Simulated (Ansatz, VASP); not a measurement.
# TiGe in two plane-wave programs, part 2 of 2

Wanted: the spread between two codes on one cell, functional and k mesh. The cell is generated by rule, not measured, and may not be a known phase. The cell is taken from a series of runs on this material, whose earlier steps may have relaxed, scaled, displaced or heated it; both programs get it as it stands.

VASP 6.6.1 and Ansatz 0.2.0.

So far: Set-up; Ansatz: relaxation of cell and atoms, PBE.

## Step 3: VASP: relaxation of cell and atoms, PBE

Level of this step: PBE; plane waves and PAW (Ti_sv, Ge_d); invented cell (VASP).

The same cell, functional, mesh and smearing now go to VASP, with its own data sets.

Lines of VASP's logs that name or quote its potential files are left out, and so is its time.

INCAR reads:

```
SYSTEM = TiGe
PREC = Accurate
ENCUT = 500
EDIFF = 1E-07
NELM = 120
ISMEAR = 0
SIGMA = 0.01
LREAL = .FALSE.
ALGO = Normal
GGA = PE
NBANDS = 64
LASPH = .TRUE.
LORBIT = 11
LWAVE = .FALSE.
LCHARG = .FALSE.
ISIF = 3
IBRION = 2
NSW = 80
EDIFFG = -0.005
GGA_COMPAT = .FALSE.
NELMIN = 4
KPAR = 2
```

POSCAR reads:

```
TiGe
1.0
   -2.4573440000      2.4573440000      5.8656970000
    2.4573440000     -2.4573440000      5.8656970000
    2.4573440000      2.4573440000     -5.8656970000
Ti Ge
4 4
Direct
    0.8749999787      0.6250000213      0.7499999574
    0.8749999787      0.1250000213      0.2499999574
    0.8749999787      0.1250000213      0.7499999574
    0.3749999787      0.1250000213      0.2499999574
    0.4200522973      0.9200523399      0.4999999574
    0.0799476601      0.5799477027      0.4999999574
    0.3299476601      0.3299477027      0.9999999574
    0.6700522973      0.6700523399      0.9999999574
```

KPOINTS reads:

```
Automatic mesh
0
Gamma
10 10 10
0 0 0
```

PAW data sets: Ti_sv and Ge_d (PBE family, release 64).

Command:

```console
$ mpirun -np 2 vasp_std
```

Numbers of over 12 decimals in the logs are rounded to 6 here.

Log:

```text
[banner, memory and clock lines left out]
running    2 mpi-ranks, on    1 nodes
 distrk:  each k-point on    1 cores,    2 groups
 distr:  one band on    1 cores,    1 groups

 POSCAR found type information on POSCAR TiGe
 POSCAR found :  2 types and       8 ions
 LDA part: xc-table for (Slater+PW92), standard interpolation
 POSCAR, INCAR and KPOINTS ok, starting setup
 FFT: planning ... GRIDC
 FFT: planning ... GRID_SOFT
 FFT: planning ... GRID
 WAVECAR not read
 entering main loop
       N       E                     dE             d eps       ncg     rms          rms(c)
DAV:   1     0.142644565454E+04    0.14264E+04   -0.47230E+04 16336   0.374E+03
DAV:   2     0.243159122146E+03   -0.11833E+04   -0.11507E+04 13056   0.104E+03
DAV:   3    -0.975235962466E+01   -0.25291E+03   -0.24528E+03 14144   0.285E+02
DAV:   4    -0.526937796024E+02   -0.42941E+02   -0.42140E+02 19456   0.998E+01
DAV:   5    -0.565753491459E+02   -0.38816E+01   -0.38648E+01 18528   0.282E+01    0.195E+01
DAV:   6    -0.526440611903E+02    0.39313E+01   -0.41887E+01 19472   0.285E+01    0.669E+00
DAV:   7    -0.519867045944E+02    0.65736E+00   -0.73169E+00 16408   0.129E+01    0.467E+00
DAV:   8    -0.518976938977E+02    0.89011E-01   -0.76646E-01 16616   0.490E+00    0.118E+00
DAV:   9    -0.519096793885E+02   -0.11985E-01   -0.13562E-01 18448   0.210E+00    0.750E-01
DAV:  10    -0.519124580110E+02   -0.27786E-02   -0.10476E-02 17984   0.533E-01    0.184E-01
DAV:  11    -0.519127931355E+02   -0.33512E-03   -0.13341E-03 18464   0.228E-01    0.784E-02
DAV:  12    -0.519127723105E+02    0.20825E-04   -0.25674E-04 20016   0.756E-02    0.131E-02
DAV:  13    -0.519127699419E+02    0.23686E-05   -0.17008E-05 17208   0.287E-02    0.407E-03
DAV:  14    -0.519127701908E+02   -0.24885E-06   -0.21268E-06 17072   0.758E-03    0.156E-03
DAV:  15    -0.519127705504E+02   -0.35961E-06   -0.38089E-07 12752   0.311E-03    0.414E-04
DAV:  16    -0.519127704783E+02    0.72119E-07   -0.21453E-08  9008   0.106E-03
   1 F= -.51912770E+02 E0= -.51912561E+02  d E =-.519128E+02
 curvature:   0.00 expect dE= 0.000E+00 dE for cont linesearch  0.000E+00
 trial: gam= 0.00000 g(F)=  0.149E-05 g(S)=  0.130E-02 ort = 0.000E+00 (trialstep = 0.100E+01)
 search vector abs. value=  0.130E-02
 bond charge predicted
       N       E                     dE             d eps       ncg     rms          rms(c)
DAV:   1    -0.519417109935E+02   -0.28940E-01   -0.57381E-01 15840   0.675E+00    0.124E+00
DAV:   2    -0.519195143421E+02    0.22197E-01   -0.14095E-01 16688   0.234E+00    0.464E-01
DAV:   3    -0.519141774621E+02    0.53369E-02   -0.17323E-02 16888   0.755E-01    0.264E-01
DAV:   4    -0.519128105650E+02    0.13669E-02   -0.56042E-03 16920   0.367E-01    0.112E-01
DAV:   5    -0.519128899968E+02   -0.79432E-04   -0.89683E-04 18088   0.168E-01    0.852E-02
DAV:   6    -0.519129733541E+02   -0.83357E-04   -0.25578E-04 19376   0.591E-02    0.211E-02
DAV:   7    -0.519129815864E+02   -0.82322E-05   -0.65216E-05 18264   0.515E-02    0.404E-03
DAV:   8    -0.519129820441E+02   -0.45776E-06   -0.54260E-06 17240   0.106E-02    0.241E-03
DAV:   9    -0.519129822721E+02   -0.22798E-06   -0.53580E-07 12856   0.376E-03    0.903E-04
DAV:  10    -0.519129824600E+02   -0.18794E-06   -0.61617E-08  9216   0.191E-03    0.319E-04
DAV:  11    -0.519129824502E+02    0.98298E-08   -0.14203E-08  8872   0.755E-04
   2 F= -.51912982E+02 E0= -.51912779E+02  d E =-.211972E-03
 trial-energy change:   -0.000212  1 .order   -0.000209   -0.001302    0.000885
 step:   0.5975(harm=  0.5955)  dis= 0.00008  next Energy=   -51.913160 (dE=-0.390E-03)
 bond charge predicted
       N       E                     dE             d eps       ncg     rms          rms(c)
DAV:   1    -0.519177896035E+02   -0.48071E-02   -0.93270E-02 15712   0.274E+00    0.496E-01
DAV:   2    -0.519142244497E+02    0.35652E-02   -0.22491E-02 16528   0.936E-01    0.187E-01
DAV:   3    -0.519133833729E+02    0.84108E-03   -0.27099E-03 16744   0.299E-01    0.106E-01
DAV:   4    -0.519131542345E+02    0.22914E-03   -0.92570E-04 16864   0.148E-01    0.460E-02
DAV:   5    -0.519131600967E+02   -0.58622E-05   -0.14635E-04 18056   0.680E-02    0.344E-02
DAV:   6    -0.519131640932E+02   -0.39964E-05   -0.42781E-05 19880   0.231E-02    0.812E-03
DAV:   7    -0.519131616318E+02    0.24614E-05   -0.88287E-06 17936   0.191E-02    0.136E-03
DAV:   8    -0.519131615030E+02    0.12876E-06   -0.55757E-07 13456   0.339E-03    0.819E-04
DAV:   9    -0.519131613729E+02    0.13014E-06   -0.59238E-08  8848   0.161E-03    0.419E-04
DAV:  10    -0.519131612903E+02    0.82597E-07   -0.16806E-08  8632   0.107E-03
   3 F= -.51913161E+02 E0= -.51912954E+02  d E =-.390812E-03
 curvature:  -0.30 expect dE=-0.243E-06 dE for cont linesearch -0.205E-07
 trial: gam=-0.00664 g(F)=  0.715E-06 g(S)=  0.102E-06 ort = 0.947E-05 (trialstep = 0.920E+00)
 search vector abs. value=  0.749E-06
 reached required accuracy - stopping structural energy minimisation
```

OUTCAR, selected parts (step 3):

```text
ion  position               nearest neighbor table
   1  0.875  0.625  0.750-   2 2.46   2 2.46   6 2.70   8 2.70   7 2.80   5 2.80   7 2.80   5 2.80

  LATTYP: Found a body centered tetragonal cell.
 ALAT       =     4.9146880000
 C/A-ratio  =     2.3870068659

 Subroutine GETGRP returns: Found 16 space group operations
 (whereof  8 operations were pure point group operations)

The static configuration has the point symmetry D_2d.
 The point group associated with its full space group is D_4h.

 Found    102 irreducible k-points:

   k-points           NKPTS =    102   k-points in BZ     NKDIM =    102   number of bands    NBANDS=     64

   dimension x,y,z NGX =    50 NGY =   50 NGZ =   50
   dimension x,y,z NGXF=   100 NGYF=  100 NGZF=  100

   ENCUT  =  500.0 eV  36.75 Ry    6.06 a.u.  12.43 12.43 12.43*2*pi/ulx,y,z

   NELECT =     104.0000    total number of electrons

 k-points in reciprocal lattice and weights: Automatic mesh
   0.00000000  0.00000000  0.00000000       0.001
   0.10000000  0.00000000 -0.00000000       0.008
   0.20000000  0.00000000 -0.00000000       0.008
   0.30000000  0.00000000 -0.00000000       0.008
   0.40000000 -0.00000000  0.00000000       0.008
   0.50000000  0.00000000  0.00000000       0.004
   0.10000000  0.10000000 -0.00000000       0.008
   0.20000000  0.10000000 -0.00000000       0.016
   0.30000000  0.10000000 -0.00000000       0.016
[...]
-0.40000000 -0.40000000  0.40000000       0.002
   0.50000000  0.50000000  0.50000000       0.001

 average (electrostatic) potential at core
       1 -73.2554       2 -73.2554       3 -73.2554       4 -73.2554       5 -71.2382
       6 -71.2382       7 -71.2382       8 -71.2382

 E-fermi :   7.3818

 k-point     1 :       0.0000    0.0000    0.0000
  band No.  band energies     occupation
    ...
     48       5.1639      2.00000
     49       5.2429      2.00000
     50       5.8847      2.00000
     51       6.3104      2.00000
     52       6.4831      2.00000
     53       7.4820      0.00000
     54       7.4820      0.00000
     55       8.2230      0.00000
     56       9.7446      0.00000
     57       9.7914      0.00000
    ...

 k-point     2 :       0.1000    0.0000   -0.0000
  band No.  band energies     occupation
    ...
     49       5.7129      2.00000
     50       5.9115      2.00000
     51       6.3390      2.00000
     52       6.5322      2.00000
     53       7.3704      1.89169
     54       7.5058      0.00000
     55       8.1700      0.00000
     56       9.6505      0.00000
     57       9.7501      0.00000
     58       9.8215      0.00000
    ...

 k-point     3 :       0.2000    0.0000   -0.0000
  band No.  band energies     occupation
    ...
     49       6.0057      2.00000
     50       6.3407      2.00000
     51       6.5473      2.00000
     52       6.7577      2.00000
     53       7.1304      2.00000
     54       7.5386      0.00000
     55       8.0746      0.00000
     56       9.3023      0.00000
     57       9.5990      0.00000
     58       9.7476      0.00000
    ...

  Total       -0.0016418     -0.0016418     -0.0033925      0.0000000     -0.0000000      0.0000000
  in kB       -0.0186197     -0.0186197     -0.0384742      0.0000000     -0.0000000      0.0000000
  external PRESSURE =      -0.0252379 kB  Pullay stress =       0.0000000 kB

  energy-cutoff  :      500.00
  volume of cell :      141.27
      direct lattice vectors                 reciprocal lattice vectors
    -2.454862837  2.454862837  5.860576172     0.000000000  0.203677367  0.085315844
     2.454862837 -2.454862837  5.860576172     0.203677367  0.000000000  0.085315844
     2.454862837  2.454862837 -5.860576172     0.203677367  0.203677367  0.000000000

 POSITION                                       TOTAL-FORCE (eV/Angst)
 -----------------------------------------------------------------------------------
      1.22743      2.45486      4.39543         0.000000     -0.000000      0.000000
     -1.22743      2.45486      4.39543         0.000000     -0.000000     -0.000000
      0.00000      3.68229      1.46514        -0.000000      0.000000      0.000000
      0.00000      1.22743      1.46514        -0.000000     -0.000000      0.000000
      2.45486     -0.00000      4.92358         0.000000     -0.000000     -0.001925
      2.45486     -0.00000      0.93700         0.000000      0.000000      0.001925
      2.45486      2.45486     -1.99329        -0.000000     -0.000000      0.001925
      2.45486      2.45486      1.99329        -0.000000     -0.000000     -0.001925
 -----------------------------------------------------------------------------------
    total drift:                                0.000038      0.000654     -0.001174

  FREE ENERGIE OF THE ION-ELECTRON SYSTEM (eV)
  ---------------------------------------------------
  free  energy   TOTEN  =       -51.9131612903 eV

  energy  without entropy=      -51.9127476261  energy(sigma->0) =      -51.91295446

 reached required accuracy - stopping structural energy minimisation

 total charge
# of ion       s       p       d       tot
------------------------------------------
    1        2.199   6.117   2.027  10.343
    2        2.199   6.117   2.027  10.343
    3        2.199   6.117   2.027  10.343
    4        2.199   6.117   2.027  10.343
    5        1.139   1.242  10.017  12.397
    6        1.139   1.242  10.017  12.397
    7        1.139   1.242  10.017  12.397
    8        1.139   1.242  10.017  12.397
--------------------------------------------------
tot         13.350  29.435  48.176  90.962

[... 3 further parts left out ...]
```

CONTCAR:

```
TiGe
   1.00000000000000
    -2.4548628370422816    2.4548628370422816    5.8605761723294529
     2.4548628370422816   -2.4548628370422816    5.8605761723294529
     2.4548628370422816    2.4548628370422816   -5.8605761723294529
  Ti              Ge
     4     4
Direct
     0.8749999787000036    0.6250000212999964    0.7499999574000000
     0.8749999787000036    0.1250000213000035    0.2499999574000000
     0.8749999787000036    0.1250000213000035    0.7499999574000000
     0.3749999787000036    0.1250000213000035    0.2499999574000000
     0.4200591270680333    0.9200591696680332    0.4999999574000000
     0.0799408303319668    0.5799408729319667    0.4999999574000000
     0.3299408303319668    0.3299408729319667    0.9999999574000000
     0.6700591270680333    0.6700591696680332    0.9999999574000000
```

The run keeps the 16 symmetry operations of its start, so it cannot find a distortion of lower symmetry.

## Step 4: Comparison

Known differences besides the potentials themselves: the cutoff is 420 eV in Ansatz and 500 eV in VASP; Ansatz adds a Pulay correction to the stress that steers its cell, VASP none. Total energies have different zeros and are not compared.

The two programs side by side:

```
                                         quantity  Ansatz    VASP  difference
                                      volume (Å³)  141.33  141.27     +0.04 %
edge a after relaxation, in the typed setting (Å)   6.813   6.812     +0.02 %
```

## Step 5: Outcome

| Item | Value |
| --- | --- |
| difference in volume (relaxation of cell and atoms, PBE) | 0.040 % |

The difference in volume is 0.040 % (relaxation of cell and atoms, PBE), within the 1.2 % picked in this series as the mark of a large difference, as far as the stopping tolerances let one tell. VASP runs on this material, other cells of it included, that failed, so that no pair exists: relaxation of cell and atoms, PBE (timeout). Such differences can come from data sets, numerical settings and the points named under the comparisons, not from the functional's error against experiment.

[Lines on the potential files, build, host, timing and source positions are cut from VASP's logs without a mark.]

[Logs are printed without paths, hosts, clocks, repeated set-up lines and the standing remarks that a program may print on its own settings, such as how far it seeks lower states.]

[Hosts, paths, dates, database ids (printed as entryN), source tags and the programs' standing remarks are cut or masked in the printed files.]
